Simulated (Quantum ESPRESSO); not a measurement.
# NaCl (Fm-3m) in Quantum ESPRESSO: a series of runs

One crystal, NaCl, is run at these levels: rev-vdW-DF2; tasks: single point, equation of state.

All numbers are computed with Quantum ESPRESSO 7.5; they aren't measurements. Logs are shortened: lines on timing, memory, paths and dates and some standing lists are left out, and cuts for length are marked.

## 1. Starting point

It takes space group Fm-3m (No. 225, cubic). The conventional cell has a = 5.588 Å, b = 5.588 Å, c = 5.588 Å, α = 90.00°, β = 90.00°, γ = 90.00°. Around Cl (site symmetry m-3m) lie 6 Na at 2.79 Å. Na (site symmetry m-3m) is surrounded by 6 Cl at 2.79 Å.

The cell is a database's computed one.

## 2. Single point, rev-vdW-DF2, 20.50 Å³/atom

Input file pw.in:

```
&CONTROL
  calculation = 'scf'
  prefix = 'pwscf'
  outdir = './tmp'
  pseudo_dir = './pseudo'
  tprnfor = .true.
  tstress = .true.
  disk_io = 'nowf'
/
&SYSTEM
  ibrav = 0
  nat = 2
  ntyp = 2
  ecutwfc = 88
  nbnd = 14
  input_dft = 'vdw-df2-b86r'
  occupations = 'smearing'
  smearing = 'fd'
  degauss = 0.00367493
/
&ELECTRONS
  conv_thr = 4d-10
  electron_maxstep = 120
  mixing_beta = 0.5
/
ATOMIC_SPECIES
Cl    35.4500 Cl.upf
Na    22.9898 Na.upf
CELL_PARAMETERS angstrom
   0.0000000000    2.7370255149    2.7370255149
   2.7370255149    0.0000000000    2.7370255149
   2.7370255149    2.7370255149    0.0000000000
ATOMIC_POSITIONS crystal
Cl     0.5000000000    0.5000000000    0.5000000000
Na     0.0000000000    0.0000000000    0.0000000000
K_POINTS automatic
8 8 8 0 0 0
```

Potentials or basis: PseudoDojo 0.4.1 SR PBE standard.

Run with:

```console
OMP_NUM_THREADS=1 pw.x -in pw.in > pw.out
```

pw.out:

```text
This program is part of the open-source Quantum ESPRESSO suite
     for quantum simulation of materials; please cite
         "P. Giannozzi et al., J. Phys.:Condens. Matter 21 395502 (2009);
         "P. Giannozzi et al., J. Phys.:Condens. Matter 29 465901 (2017);
         "P. Giannozzi et al., J. Chem. Phys. 152 154105 (2020);
     in publications or presentations arising from this work. More details at

     IMPORTANT: XC functional enforced from input :
     Exchange-correlation= VDW-DF2-B86R
                           (   1   4  26   0   2   0   0)
     Any further DFT definition will be discarded
     Please, verify this is what you really want

     Message from routine setup:
     using ibrav=0 with symmetry is DISCOURAGED, use correct ibrav instead

     G-vector sticks info
     --------------------
     sticks:   dense  smooth     PW     G-vecs:    dense   smooth      PW
     Sum        1285    1285    379                30827    30827    4909

     Using Slab Decomposition

     bravais-lattice index     =            0
     lattice parameter (alat)  =       7.3146  a.u.
     unit-cell volume          =     276.7344 (a.u.)^3
     number of atoms/cell      =            2
     number of atomic types    =            2
     number of electrons       =        16.00
     number of Kohn-Sham states=           14
     kinetic-energy cutoff     =      88.0000  Ry
     charge density cutoff     =     352.0000  Ry
     scf convergence threshold =      4.0E-10
     mixing beta               =       0.5000
     number of iterations used =            8  plain     mixing
     Exchange-correlation= VDW-DF2-B86R
                           (   1   4  26   0   2   0   0)

     celldm(1)=   7.314636  celldm(2)=   0.000000  celldm(3)=   0.000000
     celldm(4)=   0.000000  celldm(5)=   0.000000  celldm(6)=   0.000000

     crystal axes: (cart. coord. in units of alat)
               a(1) = (   0.000000   0.707107   0.707107 )
               a(2) = (   0.707107   0.000000   0.707107 )
               a(3) = (   0.707107   0.707107   0.000000 )

     reciprocal axes: (cart. coord. in units 2 pi/alat)
               b(1) = ( -0.707107  0.707107  0.707107 )
               b(2) = (  0.707107 -0.707107  0.707107 )
               b(3) = (  0.707107  0.707107 -0.707107 )

     PseudoPot. # 1 for Cl read from file:
     Cl.upf
     Pseudo is Norm-conserving + core correction, Zval =  7.0
     Generated using ONCVPSP code by D. R. Hamann
     Using radial grid of 1028 points,  6 beta functions with:
                l(1) =   0
                l(2) =   0
                l(3) =   1
                l(4) =   1
                l(5) =   2
                l(6) =   2

     PseudoPot. # 2 for Na read from file:
     Na.upf
     Pseudo is Norm-conserving, Zval =  9.0
     Generated using ONCVPSP code by D. R. Hamann
     Using radial grid of 1992 points,  4 beta functions with:
                l(1) =   0
                l(2) =   0
                l(3) =   1
                l(4) =   1

     atomic species   valence    mass     pseudopotential
     Cl                7.00    35.45000     Cl( 1.00)
     Na                9.00    22.98980     Na( 1.00)

     48 Sym. Ops., with inversion, found

   Cartesian axes

     site n.     atom                  positions (alat units)
         1        Cl     tau(   1) = (   0.7071068   0.7071068   0.7071068  )
         2        Na     tau(   2) = (   0.0000000   0.0000000   0.0000000  )

     number of k points=    29  Fermi-Dirac smearing, width (Ry)=  0.0037
                       cart. coord. in units 2pi/alat
        k(    1) = (   0.0000000   0.0000000   0.0000000), wk =   0.0039062
        k(    2) = (   0.0883883   0.0883883  -0.0883883), wk =   0.0312500
        k(    3) = (   0.1767767   0.1767767  -0.1767767), wk =   0.0312500
        k(    4) = (   0.2651650   0.2651650  -0.2651650), wk =   0.0312500
        k(    5) = (  -0.3535534  -0.3535534   0.3535534), wk =   0.0156250
        k(    6) = (   0.1767767   0.0000000   0.0000000), wk =   0.0234375
[... 21 lines left out ...]
        k(   28) = (  -0.7071068   0.1767767  -0.0000000), wk =   0.0468750
        k(   29) = (  -0.7071068   0.3535534   0.0000000), wk =   0.0234375

     Dense  grid:    30827 G-vectors     FFT dimensions: (  45,  45,  45)

     Initial potential from superposition of free atoms

     starting charge      15.9937, renormalised to      16.0000

     %%%%%%%%%%%%%%%%%%%%%%%%%%%%%%%%%%%%%%%%%%%%%%%%%%%%%%%%%%%%%%%%%%%%%%%%
     %                                                                      %
     % You are using vdW-DF, which was implemented by the Thonhauser group. %
     % Please cite the following two papers that made this development      %
     % possible and the two reviews that describe the various versions:     %
     %                                                                      %
     %   T. Thonhauser et al., PRL 115, 136402 (2015).                      %
     %   T. Thonhauser et al., PRB 76, 125112 (2007).                       %
     %   K. Berland et al., Rep. Prog. Phys. 78, 066501 (2015).             %
     %   D.C. Langreth et al., J. Phys.: Condens. Matter 21, 084203 (2009). %
     %                                                                      %
     % If you are calculating stress with vdW-DF, please also cite:         %
     %                                                                      %
     %   R. Sabatini et al., J. Phys.: Condens. Matter 24, 424209 (2012).   %
     %                                                                      %
     %%%%%%%%%%%%%%%%%%%%%%%%%%%%%%%%%%%%%%%%%%%%%%%%%%%%%%%%%%%%%%%%%%%%%%%%

     %%%%%%%%%%%%%%%%%%%%%%%%%%%%%%%%%%%%%%%%%%%%%%%%%%%%%%%%%%%%%%%%%%%%%%%%
     %                                                                      %
     %  vdW-DF NEWS:                                                        %
     %                                                                      %
     %  * vdW-DF3 is now available. DOI: 10.1021/acs.jctc.0c00471           %
     %    use with input_dft = 'vdW-DF3-opt1' or 'vdW-DF3-opt2'             %
     %                                                                      %
     %  * Unscreened and range-separated hybrid vdW-DF-cx functionals       %
     %    DOI: 10.1063/1.4986522 and 10.1088/1361-648X/ac2ad2               %
     %    use with input_dft = 'vdW-DF-cx0'    and 'vdW-DF-ahcx'            %
     %  * Unscreened and range-separated hybrid vdW-DF2-b86r functionals    %
     %    DOI: 10.1063/1.4986522 and DOI: 10.1103/PhysRevX.12.041003        %
     %    use with input_dft = 'vdW-DF2-br0' and 'vdW-DF2-ahbr'             %
     %                                                                      %
     %%%%%%%%%%%%%%%%%%%%%%%%%%%%%%%%%%%%%%%%%%%%%%%%%%%%%%%%%%%%%%%%%%%%%%%%

     Starting wfcs are    9 randomized atomic wfcs +    5 random wfcs

     Self-consistent Calculation

     iteration #  1     ecut=    88.00 Ry     beta= 0.50
     Davidson diagonalization with overlap
     ethr =  1.00E-02,  avg # of iterations =  7.3

     Threshold (ethr) on eigenvalues was too large:
     Diagonalizing with lowered threshold

     Davidson diagonalization with overlap
     ethr =  2.73E-04,  avg # of iterations =  3.4

     total energy              =    -124.51575864 Ry
     estimated scf accuracy    <       0.04264661 Ry
[... 43 lines left out ...]
     iteration #  8     ecut=    88.00 Ry     beta= 0.50
     Davidson diagonalization with overlap
     ethr =  2.82E-12,  avg # of iterations =  2.0

     End of self-consistent calculation

          k = 0.0000 0.0000 0.0000 (  3839 PWs)   bands (ev):

   -47.0307 -19.0008 -19.0008 -19.0008 -11.1779   1.7054   1.7054   1.7054
     7.0826  12.7402  12.7402  12.7402  14.9531  14.9531

          k = 0.0884 0.0884-0.0884 (  3825 PWs)   bands (ev):
[... 16 lines left out ...]
   -47.0293 -19.0459 -19.0038 -19.0038 -10.7375  -0.5299   1.3849   1.3849
     9.0348  12.7204  12.7204  13.0263  17.2447  17.8108

          k = 0.1768 0.0000 0.0000 (  3831 PWs)   bands (ev):

   -47.0304 -19.0071 -19.0025 -19.0025 -11.0987   1.2485   1.5898   1.5898
     7.7999  11.9048  13.1619  13.1619  14.0835  15.1725

          k = 0.2652 0.0884-0.0884 (  3846 PWs)   bands (ev):
[... 21 lines left out ...]
   -47.0297 -19.0289 -19.0071 -19.0021 -10.8771   0.1713   1.2378   1.5039
     9.2395  11.6196  12.6850  13.3223  14.5557  16.4645

          k = 0.0000-0.1768 0.1768 (  3849 PWs)   bands (ev):

   -47.0302 -19.0153 -19.0044 -19.0010 -11.0278   0.8276   1.4541   1.6185
     8.3339  11.7311  13.0969  13.2966  14.0892  15.2431

          k = 0.3536 0.0000 0.0000 (  3895 PWs)   bands (ev):

   -47.0298 -19.0197 -19.0067 -19.0067 -10.9166   0.4661   1.3320   1.3320
     9.1709  10.6916  12.7360  14.2902  14.2902  15.7781

          k = 0.4419 0.0884-0.0884 (  3868 PWs)   bands (ev):
[... 11 lines left out ...]
   -47.0291 -19.0339 -19.0166 -19.0063 -10.6956  -0.0972   0.5915   1.2539
    10.2764  11.4893  12.1665  13.8144  16.3687  16.3770

          k = 0.0000-0.3536 0.3536 (  3875 PWs)   bands (ev):

   -47.0294 -19.0320 -19.0142 -19.0038 -10.7651   0.0139   0.7730   1.3830
    10.2352  11.5028  11.9072  13.6930  14.9040  18.0779

          k = 0.5303-0.0000 0.0000 (  3872 PWs)   bands (ev):

   -47.0292 -19.0283 -19.0110 -19.0110 -10.7497  -0.0598   1.0994   1.0994
     9.5980   9.8746  12.8608  15.8546  15.8546  16.5501

          k =-0.0884-0.6187 0.6187 (  3873 PWs)   bands (ev):

   -47.0290 -19.0295 -19.0149 -19.0114 -10.6938  -0.1290   0.8527   1.0603
     9.6517  10.0320  13.0523  15.5289  16.5234  17.9150

          k = 0.0000-0.5303 0.5303 (  3871 PWs)   bands (ev):

   -47.0290 -19.0256 -19.0235 -19.0095 -10.6715   0.0637   0.3980   1.1218
     9.9847  10.9159  12.6298  14.7375  15.8185  17.2047

          k =-0.7071 0.0000 0.0000 (  3892 PWs)   bands (ev):

   -47.0289 -19.0308 -19.0128 -19.0128 -10.6856  -0.2249   1.0092   1.0092
     9.3757   9.5941  13.6356  16.9541  17.2206  17.2206

          k = 0.3536 0.1768 0.0000 (  3851 PWs)   bands (ev):

   -47.0297 -19.0258 -19.0089 -19.0041 -10.8678   0.2586   1.1546   1.4028
     9.5334  11.0187  12.3846  14.0567  14.3437  16.5628

          k =-0.2652-0.4419 0.6187 (  3862 PWs)   bands (ev):
[... 16 lines left out ...]
   -47.0290 -19.0283 -19.0187 -19.0114 -10.6758   0.0421   0.5269   1.0153
    10.4208  11.0376  12.0524  14.0894  16.4592  17.9561

          k = 0.0000-0.3536 0.5303 (  3855 PWs)   bands (ev):

   -47.0290 -19.0292 -19.0195 -19.0089 -10.6859   0.0837   0.4415   1.1160
    10.8800  11.2311  11.5834  13.9371  16.3482  16.7268

          k =-0.7071 0.1768-0.0000 (  3858 PWs)   bands (ev):

   -47.0289 -19.0281 -19.0154 -19.0145 -10.6731  -0.0780   0.7839   0.9108
     9.9390  10.1665  12.9894  14.8169  17.4190  18.1841

          k =-0.7071 0.3536 0.0000 (  3852 PWs)   bands (ev):

   -47.0289 -19.0217 -19.0217 -19.0163 -10.6606   0.3156   0.3156   0.8163
    10.7813  11.5456  11.5456  13.3737  17.9621  17.9623

     the Fermi energy is     4.2092 ev

!    total energy              =    -124.52414539 Ry
     estimated scf accuracy    <          2.7E-10 Ry
     smearing contrib. (-TS)   =       0.00000000 Ry
     internal energy E=F+TS    =    -124.52414539 Ry

     The total energy is F=E-TS. E is the sum of the following terms:
     one-electron contribution =     -70.82305575 Ry
     hartree contribution      =      40.06827013 Ry
     xc contribution           =     -22.87744188 Ry
     ewald contribution        =     -70.89191789 Ry

     convergence has been achieved in   8 iterations

     Forces acting on atoms (cartesian axes, Ry/au):

     atom    1 type  1   force =     0.00000000    0.00000000   -0.00000000
     atom    2 type  2   force =     0.00000000   -0.00000000    0.00000000

     Total force =     0.000000     Total SCF correction =     0.000000

     Computing stress (Cartesian axis) and pressure

          total   stress  (Ry/bohr**3)                   (kbar)     P=       26.74
   0.00018176   0.00000000  -0.00000000           26.74        0.00       -0.00
   0.00000000   0.00018176   0.00000000            0.00       26.74        0.00
  -0.00000000   0.00000000   0.00018176           -0.00        0.00       26.74

=------------------------------------------------------------------------------=
   JOB DONE.
=------------------------------------------------------------------------------=
```

It took 73 s on 1 thread of Intel Xeon 6975P-C (Granite Rapids), shared host; peak memory 0.14 GiB.

Results:

| Quantity | Value |
| --- | --- |
| Free energy | -1694.2373 eV |
| Pressure | 2.7 GPa |
| Band gap on the k mesh | 5.38 eV, direct |

Caveat: the potentials were made for another functional, which shifts forces and pressure.

## 3. Single point, rev-vdW-DF2, 20.94 Å³/atom

Changes to pw.in since step 2:

```diff
@@ -29,5 +29,5 @@
 CELL_PARAMETERS angstrom
-   0.0000000000    2.7370255149    2.7370255149
-   2.7370255149    0.0000000000    2.7370255149
-   2.7370255149    2.7370255149    0.0000000000
+   0.0000000000    2.7563009776    2.7563009776
+   2.7563009776    0.0000000000    2.7563009776
+   2.7563009776    2.7563009776    0.0000000000
 ATOMIC_POSITIONS crystal
```

Potentials or basis: PseudoDojo 0.4.1 SR PBE standard.

Run with:

```console
OMP_NUM_THREADS=1 pw.x -in pw.in > pw.out
```

Run time: 72 s. Hardware: 1 thread of Intel Xeon 6975P-C (Granite Rapids), shared host; peak memory 0.14 GiB.

The run converged. Its results:

```
Free energy            : -1694.2498 eV
Pressure               : 1.9 GPa
Band gap on the k mesh : 5.29 eV, direct
```

Caveat: the potentials were made for another functional, which shifts forces and pressure.

## 4. Single point, rev-vdW-DF2, 21.38 Å³/atom

Changes to pw.in since step 3:

```diff
@@ -29,5 +29,5 @@
 CELL_PARAMETERS angstrom
-   0.0000000000    2.7563009776    2.7563009776
-   2.7563009776    0.0000000000    2.7563009776
-   2.7563009776    2.7563009776    0.0000000000
+   0.0000000000    2.7753105505    2.7753105505
+   2.7753105505    0.0000000000    2.7753105505
+   2.7753105505    2.7753105505    0.0000000000
 ATOMIC_POSITIONS crystal
```

Run with:

```console
OMP_NUM_THREADS=1 pw.x -in pw.in > pw.out
```

Run time: 72 s. Hardware: 1 thread of Intel Xeon 6975P-C (Granite Rapids), shared host; peak memory 0.14 GiB.

Results (log left out):

```yaml
Free_energy: -1694.2584 eV
Pressure: 1.2 GPa
Band_gap_on_the_k_mesh: 5.20 eV, direct
```

Caveat: the potentials were made for another functional, which shifts forces and pressure.

## 5. Single point, rev-vdW-DF2, 21.81 Å³/atom

Changes to pw.in since step 4:

```diff
@@ -29,5 +29,5 @@
 CELL_PARAMETERS angstrom
-   0.0000000000    2.7753105505    2.7753105505
-   2.7753105505    0.0000000000    2.7753105505
-   2.7753105505    2.7753105505    0.0000000000
+   0.0000000000    2.7940632177    2.7940632177
+   2.7940632177    0.0000000000    2.7940632177
+   2.7940632177    2.7940632177    0.0000000000
 ATOMIC_POSITIONS crystal
```

Run with:

```console
OMP_NUM_THREADS=1 pw.x -in pw.in > pw.out
```

It took 72 s on 1 thread of Intel Xeon 6975P-C (Granite Rapids), shared host; peak memory 0.14 GiB.

The run converged. Its results:

| Item | Value |
| --- | --- |
| Free energy | -1694.2634 eV |
| Pressure | 0.6 GPa |
| Band gap on the k mesh | 5.11 eV, direct |

Caveat: the potentials were made for another functional, which shifts forces and pressure.

## 6. Single point, rev-vdW-DF2, 22.25 Å³/atom

Changes to pw.in since step 5:

```diff
@@ -29,5 +29,5 @@
 CELL_PARAMETERS angstrom
-   0.0000000000    2.7940632177    2.7940632177
-   2.7940632177    0.0000000000    2.7940632177
-   2.7940632177    2.7940632177    0.0000000000
+   0.0000000000    2.8125674869    2.8125674869
+   2.8125674869    0.0000000000    2.8125674869
+   2.8125674869    2.8125674869    0.0000000000
 ATOMIC_POSITIONS crystal
```

Potentials or basis: PseudoDojo 0.4.1 SR PBE standard.

Run with:

```console
OMP_NUM_THREADS=1 pw.x -in pw.in > pw.out
```

Wall time 73 s (1 thread of Intel Xeon 6975P-C (Granite Rapids), shared host); peak memory 0.14 GiB.

Results (log left out):

* Free energy: -1694.2654 eV
* Pressure: 0.1 GPa
* Band gap on the k mesh: 5.04 eV, direct

Caveat: the potentials were made for another functional, which shifts forces and pressure.

## 7. Single point, rev-vdW-DF2, 22.69 Å³/atom

Changes to pw.in since step 6:

```diff
@@ -29,5 +29,5 @@
 CELL_PARAMETERS angstrom
-   0.0000000000    2.8125674869    2.8125674869
-   2.8125674869    0.0000000000    2.8125674869
-   2.8125674869    2.8125674869    0.0000000000
+   0.0000000000    2.8308314239    2.8308314239
+   2.8308314239    0.0000000000    2.8308314239
+   2.8308314239    2.8308314239    0.0000000000
 ATOMIC_POSITIONS crystal
```

Run with:

```console
OMP_NUM_THREADS=1 pw.x -in pw.in > pw.out
```

Run time: 72 s. Hardware: 1 thread of Intel Xeon 6975P-C (Granite Rapids), shared host; peak memory 0.14 GiB.

It converged, with:

* Free energy: -1694.2645 eV
* Pressure: -0.4 GPa
* Band gap on the k mesh: 4.96 eV, direct

Caveat: the potentials were made for another functional, which shifts forces and pressure.

## 8. Single point, rev-vdW-DF2, 23.12 Å³/atom

Changes to pw.in since step 7:

```diff
@@ -29,5 +29,5 @@
 CELL_PARAMETERS angstrom
-   0.0000000000    2.8308314239    2.8308314239
-   2.8308314239    0.0000000000    2.8308314239
-   2.8308314239    2.8308314239    0.0000000000
+   0.0000000000    2.8488626834    2.8488626834
+   2.8488626834    0.0000000000    2.8488626834
+   2.8488626834    2.8488626834    0.0000000000
 ATOMIC_POSITIONS crystal
```

Run with:

```console
OMP_NUM_THREADS=1 pw.x -in pw.in > pw.out
```

It took 74 s on 1 thread of Intel Xeon 6975P-C (Granite Rapids), shared host; peak memory 0.14 GiB.

Results (log left out):

```
Free energy            : -1694.2611 eV
Pressure               : -0.8 GPa
Band gap on the k mesh : 4.89 eV, direct
```

Caveat: the potentials were made for another functional, which shifts forces and pressure.

## 9. Equation of state, rev-vdW-DF2

Potentials or basis: PseudoDojo 0.4.1 SR PBE standard.

This step only gathers the single runs of the series.

Results:

```
Equilibrium volume                      : 22.32 Å³/atom
Bulk modulus                            : 26 GPa
Pressure derivative of the bulk modulus : 4.7
```

Energy against volume, from the lowest point:
```csv
volume (Å³/atom),energy (meV/atom)
20.504,14.02
20.940,7.78
21.376,3.49
21.813,0.96
22.249,0.00
22.685,0.44
23.121,2.14
```

Caveat: the potentials were made for another functional, which shifts forces and pressure.
